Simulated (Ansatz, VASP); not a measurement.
Two plane-wave programs on TaN

File INCAR:

```
PREC = Accurate
ENCUT = 520
EDIFF = 1E-6
ISMEAR = 0
SIGMA = 0.05
LREAL = F
LASPH = T
NELM = 60
ALGO = Normal
ISIF = 2
LWAVE = F
LCHARG = F
ISPIN = 2
MAGMOM = 0.06 0
LORBIT = 11
LMAXMIX = 4
GGA = PS
NBANDS = 19
```

KPOINTS

```
Automatic mesh
0
Gamma
  7 7 7
```

POSCAR

```
TaN
1.0
    0.0000000000      2.1790013100      2.1790013100
    2.1790013100      0.0000000000      2.1790013100
    2.1790013100      2.1790013100      0.0000000000
Ta N
1 1
Direct
    0.5000000000      0.5000000000      0.5000000000
    0.0000000000      0.0000000000      0.0000000000
```

input.yaml

```yaml
crystal:
  lattice:
    - [0.0, 2.17900131, 2.17900131]
    - [2.17900131, 0.0, 2.17900131]
    - [2.17900131, 2.17900131, 0.0]
  atoms:
    - { symbol: Ta, position: [0.5, 0.5, 0.5], spin: 0.06 }
    - { symbol: "N", position: [0.0, 0.0, 0.0] }
hamiltonian:
  xc: pbesol
  pseudopotentials: { kind: paw }
magnetization:
  spin_polarized: true
kpoints:
  mp_grid: { grid: [7, 7, 7] }
scf:
  occupations: { method: gaussian, width: 0.05 }
output:
  forces: true
  stress: true
  eigenvalues: true
  write_density: true
  write_potential: true
  elf: true
  volumetric_format: npy
```

Alike in both runs: task single point; functional PBEsol; k mesh 7 × 7 × 7; occupations gaussian, width 0.05 eV; collinear spin, random start.

|  | VASP | Ansatz |
| --- | --- | --- |
| version | VASP 6.6.1 | Ansatz 0.2.0 |
| potentials or method | VASP PAW PBE potentials, release 64 (Ta_pv, N) | Ansatz PAW |
| plane-wave cutoff (eV) | 520 | 420 |
| valence electrons in the cell | 16 | 18 |

VASP gave:

* gap on the k mesh at the Fermi level (eV): none
* pressure (GPa): 5.3
* net moment per atom (μB): 0.00

Problem. Which values does Ansatz return?

Solution. gap on the k mesh at the Fermi level (eV): none; pressure (GPa): 4.3; net moment per atom (μB): 0.00.

A gap of «none» marks a metal or a gap that the smearing closes. The two sets of potentials don't hold the same shells in valence.

Caveats: the PAW data sets were made with another functional, which shifts forces and pressure a little (VASP); the pressure holds a Pulay correction of +0.5 GPa for the finite cutoff (Ansatz); the PAW data sets come from PBE, with cores solved anew for the run's functional, which leaves a small shift of forces and pressure (Ansatz); the starting moments weren't kept (Ansatz). Spin-orbit coupling is left out, which matters for the levels of Ta.
